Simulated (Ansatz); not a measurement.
Geometry optimisation in Ansatz: input, command and trajectory.

```yaml
crystal:
  lattice:
    - [3.6146165707, 0.0, 0.0]
    - [-1.8073082854, 3.1303497752, 0.0]
    - [0.0, 0.0, 5.9900205344]
  atoms:
    - { symbol: Si, position: [0.3333333333, 0.6666666667, 0.0634057939] }
    - { symbol: Si, position: [0.6666666667, 0.3333333333, 0.5634057939] }
    - { symbol: Si, position: [0.3333333333, 0.6666666667, 0.4365942061] }
    - { symbol: Si, position: [0.6666666667, 0.3333333333, 0.9365942061] }
basis:
  ecutwfc: 420
kpoints:
  mp_grid: { grid: [12, 12, 6] }
hamiltonian:
  xc: pbe
scf:
  occupations: { method: gaussian, width: 0.01 }
output:
  forces: true
  stress: true
  eigenvalues: true
relax:
  adjacent_minimum: "off"
  f_tol: 0.008
  max_steps: 50
  cell: { stress_tol: 0.08, p_target: 25.0 }
```

```bash
ansatz run input.yaml --threads 1 --pin off --max-ram 2560MiB --backend cpu --events-out ev --progress --plain --runs-dir out
```

These are results of DFT PBE, scalar-relativistic, plane waves, PAW in Ansatz 0.2.0, not measurements.

Of 4 frames 3 are shown, positions in Å and forces in eV/Å; the SCF threshold varies from step to step. Steps run on the plane waves of an earlier cell, with a Pulay correction in the pressure. The basis is chosen afresh for the last frame, the zero of the energies, and at times for earlier ones too; energy and pressure step there, also at an unchanged geometry. The relaxation lowers the enthalpy F + PV at the target pressure, so the free energy itself can rise.

```xyz
4
Lattice="3.6146 0.0000 0.0000 -1.8073 3.1303 0.0000 0.0000 0.0000 5.9900" Properties=species:S:1:pos:R:3:forces:R:3 pbc="T T T" step=1 free_energy_over_end_meV_per_atom=-5.88 pressure_GPa=24.62
Si    0.0000    2.0869    0.3798    0.0000    0.0000    0.0513
Si    1.8073    1.0434    3.3748    0.0000    0.0000    0.0513
Si    0.0000    2.0869    2.6152    0.0000    0.0000   -0.0513
Si    1.8073    1.0434    5.6102    0.0000    0.0000   -0.0513
4
Lattice="3.6072 0.0000 0.0000 -1.8036 3.1240 0.0000 0.0000 0.0000 6.0016" Properties=species:S:1:pos:R:3:forces:R:3 pbc="T T T" step=2 free_energy_over_end_meV_per_atom=-0.34 pressure_GPa=24.99
Si    0.0000    2.0826    0.3838    0.0000    0.0000    0.0151
Si    1.8036    1.0413    3.3846    0.0000    0.0000    0.0151
Si    0.0000    2.0826    2.6170    0.0000    0.0000   -0.0151
Si    1.8036    1.0413    5.6178    0.0000    0.0000   -0.0151
4
Lattice="3.6077 0.0000 0.0000 -1.8039 3.1244 0.0000 0.0000 0.0000 5.9993" Properties=species:S:1:pos:R:3:forces:R:3 pbc="T T T" step=4 free_energy_over_end_meV_per_atom=0.00 pressure_GPa=25.01
Si    0.0000    2.0829    0.3837    0.0000    0.0000    0.0026
Si    1.8039    1.0415    3.3833    0.0000    0.0000    0.0026
Si    0.0000    2.0829    2.6159    0.0000    0.0000   -0.0026
Si    1.8039    1.0415    5.6156    0.0000    0.0000   -0.0026
```

Time: 7.2 s on 1 thread of AMD EPYC 9R14 (Zen 4), with other jobs on the host, peak memory 0.42 GiB.

The smearing is narrow for a metal on this mesh.